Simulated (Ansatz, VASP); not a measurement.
## Two plane-wave programs on InAs

INCAR

```
  PREC = Accurate
  ENCUT = 600
  EDIFF = 1E-6
  ISMEAR = 0
  SIGMA = 0.1
  LREAL = False
  LASPH = True
  NELM = 100
  ALGO = Normal
  ISIF = 3
  LWAVE = False
  LCHARG = False
  GGA = PE
  IBRION = 2
  NSW = 100
  EDIFFG = -0.002
```

KPOINTS

```
Automatic mesh
0
Gamma
  12 12 12
```

Contents of POSCAR:

```
InAs
1.0
    0.0000000000      3.0535616600      3.0535616600
    3.0535616600      0.0000000000      3.0535616600
    3.0535616600      3.0535616600      0.0000000000
In As
1 1
Direct
    0.0000000000      0.0000000000      0.0000000000
    0.2500000000      0.2500000000      0.2500000000
```

Input for Ansatz:

```yaml
crystal:
  lattice:
    - [0.0, 3.05356166, 3.05356166]
    - [3.05356166, 0.0, 3.05356166]
    - [3.05356166, 3.05356166, 0.0]
  atoms:
    - { symbol: In, position: [0.0, 0.0, 0.0] }
    - { symbol: As, position: [0.25, 0.25, 0.25] }
basis:
  ecutwfc: 420
kpoints:
  mp_grid: { grid: [12, 12, 12] }
hamiltonian:
  xc: pbe
  pseudopotentials: { kind: paw }
scf:
  occupations: { method: gaussian, width: 0.1 }
output:
  forces: true
  stress: true
  eigenvalues: true
relax:
  adjacent_minimum: "off"
  f_tol: 0.002
  max_steps: 80
  cell: { stress_tol: 0.02 }
```

The cell was built by a generator and isn't the measured one.

Alike in both runs: task relaxation of cell and atoms; functional PBE; k mesh 12 × 12 × 12; occupations gaussian, width 0.1 eV; no spin polarisation.

|  | VASP | Ansatz |
| --- | --- | --- |
| version | VASP 6.6.1 | Ansatz 0.2.0 |
| potentials or method | VASP PAW PBE potentials, release 64 (In_d, As) | scalar-relativistic, plane waves, PAW |
| plane-wave cutoff (eV) | 600 | 420 |
| valence electrons in the cell | 18 | 28 |

Ansatz gave:

| Quantity | Value |
| --- | --- |
| gap on the k mesh at the Fermi level, each at its own relaxed structure (eV) | none |
| relaxed volume (Å³/atom) | 29.60 |
| relaxed cell length with the largest relative difference (Å) | 4.374 |
| energy change over the relaxation (meV/atom) | -7 |

**Question.** What did VASP give for the same quantities?

**Answer.** gap on the k mesh at the Fermi level, each at its own relaxed structure (eV): none; relaxed volume (Å³/atom): 29.63; relaxed cell length with the largest relative difference (Å): 4.376; energy change over the relaxation (meV/atom): -7.

A gap of «none» marks a metal or a gap that the smearing closes. The two sets of potentials don't hold the same shells in valence.

Caveats: this crystal is a semiconductor, whose small gap the functional closes, so the metal is an error of the method.
